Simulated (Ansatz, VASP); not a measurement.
**Ta: VASP beside Ansatz**

```
CELL_PARAMETERS angstrom
0.00000 2.06923 2.06923
2.06923 0.00000 2.06923
2.06923 2.06923 0.00000
ATOMIC_POSITIONS crystal
Ta 0.00000 0.00000 0.00000
```

Alike in both runs: functional LDA; k mesh 17 × 17 × 17; occupations fermi-dirac, width 0.05 eV; non-collinear spin, spin-orbit coupling.

Ansatz relaxed the structure, and its values are those at the end. VASP's run is a single point on that final structure, the one shown.

|  | VASP | Ansatz |
| --- | --- | --- |
| version | VASP 6.6.1 | Ansatz 0.2.0 |
| potentials or method | VASP PAW LDA potentials, release 64 (Ta_pv), cutoff 520 eV | all-electron LAPW |

```csv
,VASP,Ansatz,Ansatz less VASP
pressure (GPa),0.7,0.0,-0.71
net moment per atom (μB),0.00,0.00,0.000
```

Ansatz ran all-electron here, so the differences hold the error of VASP's frozen core and of both bases.
